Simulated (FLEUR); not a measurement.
# MnO under changes of volume

One of the cells (10.999 Å³/atom); the others are scaled copies at fixed shape and fractional positions:

```
Mn O
1.0
     0.00000    2.22391    2.22391
     2.22391    0.00000    2.22391
     2.22391    2.22391    0.00000
Mn O
1 1
Cartesian
  0.0000 0.0000 0.0000
  2.2239 2.2239 2.2239
```

The cell is a database's computed one.

| Property | Result |
| --- | --- |
| Program | FLEUR MaX-R8.1 (later development tree) |
| Functional | LDA |
| Potentials or basis | all-electron |
| Basis | FLAPW |
| Kmax | 4.58 1/bohr |
| k mesh | 10 × 10 × 10 |
| Occupations | fermi-dirac, width 0.05 eV |
| Spin | collinear spin, ferromagnetic start |
| Starting moments | [4.0, 0.0] μB |

| volume (Å³/atom) | energy over the lowest point (meV/atom) | moment (μB per cell) |
| --- | --- | --- |
| 10.339 | 0.00 | 4.37 |
| 10.559 | 18.39 | 4.46 |
| 10.999 | 60.39 | 4.61 |
| 11.439 | 108.54 | 4.75 |
| 11.659 | ? | ? |

What does the run at 11.659 Å³/atom give?

Energy over the lowest point 134.16 meV/atom; moment 4.79 μB per cell.

Worked out: A Birch-Murnaghan fit of order 2 (a polynomial in V^(-2/3)) to the other rows has no minimum within the range. It gives 134.39 meV/atom at 11.659 Å³/atom, against the run's 134.16. A straight line through the other rows of the moment, of slope 0.343 μB per Å³/atom, extrapolates to 4.83 μB, against the run's 4.79.

Energies are extrapolated to zero smearing.

Caveats: a cell with one magnetic atom can't hold antiferromagnetic order, which such compounds often take.
